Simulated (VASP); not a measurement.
# Sb (R-3m) in VASP: a series of runs

The runs below take Sb through relaxation of cell and atoms, vibrations by finite differences, with PBE+D3(BJ).

All numbers are computed with VASP 6.6.1; they aren't measurements. Logs are shortened: lines on timing, memory, paths and dates and some standing lists are left out, and cuts for length are marked.

### 1 The structure

Symmetry: R-3m, No. 166, trigonal system. The conventional cell has a = 4.308 Å, b = 4.308 Å, c = 11.274 Å, α = 90.00°, β = 90.00°, γ = 120.00°. Sb (site symmetry 3m) has 3 Sb at 2.91 Å as nearest neighbours.

### 2 Relaxation of cell and atoms, PBE+D3(BJ), target pressure 6.5 GPa, at which the enthalpy is minimised

INCAR reads:

```
PREC = Accurate
ENCUT = 520
EDIFF = 1E-7
ISMEAR = 0
SIGMA = 0.02
LREAL = F
LASPH = T
NELM = 60
ALGO = Fast
ISIF = 3
LWAVE = F
LCHARG = F
GGA = PE
IVDW = 12
IBRION = 2
NSW = 80
EDIFFG = -0.002
PSTRESS = 65.0
```

KPOINTS reads:

```
regular mesh
0
Gamma
  6 6 6
```

POSCAR reads:

```
Sb
1.0
    2.1542000000      1.2437279500      3.7580000000
   -2.1542000000      1.2437279500      3.7580000000
    0.0000000000     -2.4874559000      3.7580000000
Sb
2
Direct
    0.2334900000      0.2334900000      0.2334900000
    0.7665100000      0.7665100000      0.7665100000
```

Potentials or basis: VASP PAW PBE potentials, release 64 (Sb).

Run with:

```
> cat potpaw_PBE.64/Sb/POTCAR > POTCAR
> mpirun -np 1 vasp_std > vasp.out
```

OUTCAR:

```text
PREC = Accurate
   ENCUT = 520
   EDIFF = 1E-7
   ISMEAR = 0
   LREAL = F
   LASPH = T
   NELM = 60
   ISIF = 3
   GGA = PE
   IVDW = 12
   IBRION = 2
   NSW = 80
   EDIFFG = -0.002
   PSTRESS = 65.0
 IVDW          = 12

 ion  position               nearest neighbor table
   1  0.233  0.233  0.233-   2 2.91   2 2.91   2 2.91   2 3.35   2 3.35   2 3.35
   2  0.767  0.767  0.767-   1 2.91   1 2.91   1 2.91   1 3.35   1 3.35   1 3.35

  LATTYP: Found a trigonal (rhomboedric) cell.
 ALAT       =     4.5066618304
 COS(alpha) =     0.5430253623

  Lattice vectors:

 A1 = (   2.1542000000,   1.2437279500,   3.7580000000)
 A2 = (  -2.1542000000,   1.2437279500,   3.7580000000)
 A3 = (   0.0000000000,  -2.4874559000,   3.7580000000)

Analysis of symmetry for initial positions (statically):
=====================================================================
 Subroutine PRICEL returns:
 Original cell was already a primitive cell.

 Routine SETGRP: Setting up the symmetry group for a
 trigonal (rhombohedral) supercell.

 Subroutine GETGRP returns: Found 12 space group operations
 (whereof 12 operations were pure point group operations)
 out of a pool of 12 trial point group operations.

The static configuration has the point symmetry D_3d.

Analysis of symmetry for dynamics (positions and initial velocities):
=====================================================================
 Subroutine PRICEL returns:
 Original cell was already a primitive cell.

 Routine SETGRP: Setting up the symmetry group for a
 trigonal (rhombohedral) supercell.

 Subroutine GETGRP returns: Found 12 space group operations
 (whereof 12 operations were pure point group operations)
 out of a pool of 12 trial point group operations.

The dynamic configuration has the point symmetry D_3d.

 Subroutine INISYM returns: Found 12 space group operations
 (whereof 12 operations are pure point group operations),
 and found     1 'primitive' translations

----------------------------------------------------------------------------------------

                                     Primitive cell

  volume of cell :      60.4115

  direct lattice vectors                    reciprocal lattice vectors
     2.154200000  1.243727950  3.758000000     0.232104726  0.134005726  0.088699663
    -2.154200000  1.243727950  3.758000000    -0.232104726  0.134005726  0.088699663
     0.000000000 -2.487455900  3.758000000     0.000000000 -0.268011452  0.088699663

  length of vectors
     4.506661830  4.506661830  4.506661830     0.282307932  0.282307932  0.282307932

  position of ions in fractional coordinates (direct lattice)
     0.233490000  0.233490000  0.233490000
     0.766510000  0.766510000  0.766510000

[... 90 lines left out ...]
   EFERMI =   0.00;   METHOD = LEGACY
   ISMEAR =     0;   SIGMA  =   0.02  broadening in eV -4-tet -1-fermi 0-gaus
   EFERMI_NEDOS =   21; number of points for ismear=-14 and -15
   IALGO  =     68    algorithm
   IMIX   =      4    mixing-type and parameters
     AMIX     =   0.40;   BMIX     =  1.00
     AMIX_MAG =   1.60;   BMIX_MAG =  1.00
  volume/ion in A,a.u.               =      30.21       203.84
  Fermi-wavevector in a.u.,A,eV,Ry     =   0.898880  1.698637 10.993305  0.807985
  Thomas-Fermi vector in A             =   2.021644
   LORBIT       =      0    0 simple, 1 ext, 2 COOP (PROOUT), +10 PAW based schemes
   GGA     = PE    functional components
   LHFCALC =     F    Hartree Fock is set to
   AEXX    =    0.0000 exact exchange contribution
   IVDW    =    12    specifies the selected vdW correction
   LEPSILON=     F    determine dielectric tensor
   LRPA    =     F    only Hartree local field effects (RPA)
 conjugate gradient relaxation of ions
 non-spin polarized calculation
 RMM-DIIS sequential band-by-band and
 Gauss-broadening in eV      SIGMA  =   0.02
  energy-cutoff  :      520.00
  volume of cell :       60.41
 maximum number of plane-waves:      1639
 NGX is ok and might be reduce to    36
   NGX = 17   NGY = 17   NGZ = 17

--------------------------------------- Ionic step        1  -------------------------------------------

 number of electron      10.0000000 magnetization

 Free energy of the ion-electron system (eV)
  ---------------------------------------------------
  ext. energy  EPLUGINS =         0.00000000
  ---------------------------------------------------
  free energy    TOTEN  =        -8.26765660 eV

  energy without entropy =       -8.26734316  energy(sigma->0) =       -8.26749988

------------------------ aborting loop because EDIFF is reached ----------------------------------------

 Edisp (eV)   -0.94507

 E8    (eV) :    -0.4410
[... 113 lines left out ...]
  energy  without entropy=       -9.1136149913  energy(sigma->0) =       -9.11368641

  enthalpy is  TOTEN    =        -6.8755927436 eV   P V=        2.2381650831

 E-fermi :   8.8037     XC(G=0):  -9.9993

 val. band max:        8.5465806876   @ k =   0.5000   0.0000   0.0000
 cond. band min:       8.8099639489   @ k =   0.5000   0.0000   0.0000
 fundamental gap:      0.2633832613
 Fermi energy:         8.8036675191

 k-point     1 :       0.0000    0.0000    0.0000
  band No.  band energies     occupation
      1      -4.8756      2.00000
      2       4.4614      2.00000
      3       6.3222      2.00000
      4       6.6719      2.00000
      5       6.6719      2.00000
      6      11.0461      0.00000
      7      11.6145      0.00000
      8      11.6145      0.00000
      9      13.5252      0.00000
[... 265 lines left out ...]
 k-point    24 :      -0.3333    0.5000    0.1667
  band No.  band energies     occupation
      1      -1.7538      2.00000
      2      -0.2876      2.00000
      3       2.6223      2.00000
      4       3.6358      2.00000
      5       6.6757      2.00000
      6      10.7853      0.00000
      7      11.8066      0.00000
      8      14.8498      0.00000
      9      15.0496      0.00000

 [... further k-points ...]

[... ionic steps 4 to 15 ...]

--------------------------------------- Ionic step       16  -------------------------------------------

 number of electron      10.0000000 magnetization

------------------------ aborting loop because EDIFF is reached ----------------------------------------
[... 79 lines left out ...]
--------------------------------------- Ionic step       18  -------------------------------------------

 number of electron      10.0000000 magnetization

 Free energy of the ion-electron system (eV)
  ---------------------------------------------------
  ext. energy  EPLUGINS =         0.00000000
  ---------------------------------------------------
  free energy    TOTEN  =        -8.03391326 eV

  energy without entropy =       -8.03377043  energy(sigma->0) =       -8.03384185

 E-fermi :   8.7744     XC(G=0): -10.0694

 val. band max:        8.6312162121   @ k =   0.5000   0.5000   0.5000
 cond. band min:       8.7805230310   @ k =   0.5000   0.0000   0.0000
 fundamental gap:      0.1493068188
 Fermi energy:         8.7744316270

 k-point     1 :       0.0000    0.0000    0.0000
  band No.  band energies     occupation
      1      -4.7564      2.00000
      2       4.7188      2.00000
      3       6.5964      2.00000
      4       6.7615      2.00000
      5       6.7615      2.00000
      6      11.6045      0.00000
      7      11.9287      0.00000
      8      11.9287      0.00000
      9      13.4590      0.00000
[... 313 lines left out ...]
  energy  without entropy=       -9.1005741489  energy(sigma->0) =       -9.10064557

  enthalpy is  TOTEN    =        -6.9227711305 eV   P V=        2.1779458539

 reached required accuracy - stopping structural energy minimisation
```

OSZICAR:

```text
N       E                     dE             d eps       ncg     rms          rms(c)
DAV:   1     0.399953189010E+02    0.39995E+02   -0.36953E+03   576   0.871E+02
DAV:   2    -0.651720439553E+01   -0.46513E+02   -0.45798E+02   828   0.125E+02
DAV:   3    -0.825511637239E+01   -0.17379E+01   -0.17307E+01   692   0.299E+01
DAV:   4    -0.826941110305E+01   -0.14295E-01   -0.14293E-01   690   0.320E+00
[... 145 lines left out ...]
  17 F= -.69227701E+01 E0= -.69226987E+01  d E =-.369138E-06
       N       E                     dE             d eps       ncg     rms          rms(c)
DAV:   1    -0.803391338077E+01    0.53435E-03   -0.49705E-05   598   0.428E-02    0.246E-03
RMM:   2    -0.803391328644E+01    0.94324E-07   -0.12669E-06   566   0.930E-03    0.164E-03
RMM:   3    -0.803391326473E+01    0.21715E-07   -0.29322E-07   472   0.427E-03
  18 F= -.69227711E+01 E0= -.69226997E+01  d E =-.102495E-05
```

Wall time 1.7 min (1 thread of Intel Xeon 6975P-C (Granite Rapids), shared host); peak memory 0.22 GiB.

Results:

| Quantity | Value |
| --- | --- |
| Free energy | -9.1007 eV |
| Relaxed volume | 26.84 Å³/atom |
| Relaxed cell | a = 4.271 Å, b = 4.271 Å, c = 4.271 Å, α = 58.88°, β = 58.88°, γ = 58.88° |
| Space group after relaxing (to 0.05 Å) | R-3m (No. 166) |
| Energy change on relaxing (the enthalpy is what falls) | +56.0 meV/atom |
| Ionic steps | 18 |
| Pressure after relaxing | 6.5 GPa |
| Band gap on the k mesh | none (metal or under the smearing width) |
| Dispersion energy per atom | -0.533 eV |

Step by step:
```tsv
step	energy change (eV)	largest force (eV/Å)	pressure (GPa)	volume (Å³)
1	0.0000	0.1042	0.26	60.41
2	0.3888	1.1899	15.25	50.70
3	0.0990	0.6491	6.53	55.17
4	0.0999	0.3565	6.70	54.40
5	0.1235	0.0943	7.13	53.46
6	0.1322	0.0199	7.31	53.24
7	0.0863	0.0920	5.25	54.40
8	0.1111	0.0289	6.43	53.72
9	0.1114	0.0117	6.47	53.70
10	0.1119	0.0026	6.50	53.69
11	0.1120	0.0032	6.50	53.69
12	0.1120	0.0039	6.51	53.68
13	0.1116	0.0013	6.49	53.70
14	0.1118	0.0029	6.49	53.69
15	0.1117	0.0022	6.49	53.69
16	0.1116	0.0016	6.49	53.69
17	0.1117	0.0020	6.49	53.69
18	0.1120	0.0003	6.50	53.68
```

Final structure:
```cif
data_structure
_symmetry_space_group_name_H-M 'P 1'
_symmetry_Int_Tables_number 1
_cell_length_a 4.2711
_cell_length_b 4.2711
_cell_length_c 4.2711
_cell_angle_alpha 58.880
_cell_angle_beta 58.880
_cell_angle_gamma 58.880
_cell_volume 53.68
loop_
_atom_site_label
_atom_site_type_symbol
_atom_site_fract_x
_atom_site_fract_y
_atom_site_fract_z
_atom_site_occupancy
Sb1 Sb 0.24037 0.24037 0.24037 1
Sb2 Sb 0.75963 0.75963 0.75963 1
```

Levels at points of the mesh, in eV from the Fermi level:
```csv
k point,band 2,band 3,band 4,band 5,band 6,band 7,band 8,band 9
"(0.00, 0.00, 0.00)",-4.06,-2.18,-2.01,-2.01,2.83,3.15,3.15,4.68
"(0.50, 0.00, 0.00)",-10.30,-1.65,-1.50,-0.56,-0.17,0.01,0.28,8.40
"(0.50, 0.50, 0.00)",-7.82,-6.34,-4.28,-4.20,1.40,5.69,5.89,8.21
"(0.50, 0.50, 0.50)",-9.92,-1.26,-1.26,-0.41,-0.41,-0.14,0.84,8.03
```

Caveat: the cell is relaxed towards a set pressure, so the enthalpy falls and the energy may rise; pairwise dispersion overbinds metals, which lowers pressure and volume. Spin-orbit coupling is left out, which matters for the levels of Sb.

(Continued in part 2 of 2.)
